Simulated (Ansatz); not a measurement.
A run of Ansatz 0.2.0:

The input input.yaml:

```yaml
crystal:
  lattice:
    - [0.0, 2.702, 2.702]
    - [2.702, 0.0, 2.702]
    - [2.702, 2.702, 0.0]
  atoms:
    - { symbol: Zn, position: [0.75, 0.75, 0.75] }
    - { symbol: S, position: [0.0, 0.0, 0.0] }
kpoints:
  mp_grid: { grid: [4, 4, 4] }
scf:
  occupations: { method: fermi_dirac, width: 0.03 }
hamiltonian:
  xc: pbe
  pseudopotentials: { kind: all_electron, lapw: { basis_error: 0.004 } }
output:
  forces: true
  stress: true
  eigenvalues: true
```

Potentials or basis: all-electron LAPW, scalar-relativistic.

Command:

```console
$ ansatz run input.yaml --threads 1 --pin off --max-ram 3072MiB --backend cpu --events-out ev --progress --plain --runs-dir out
```

Hardware: 1 thread of Arm Neoverse V2, with other jobs on the host.

Problem. How long does it take, and how much memory?

Solution. It took 2.4 s on 1 thread of Arm Neoverse V2 (shared host), peak memory 0.21 GiB. Counts: scf iterations 7, plane waves 331, k points 8, bands 21.
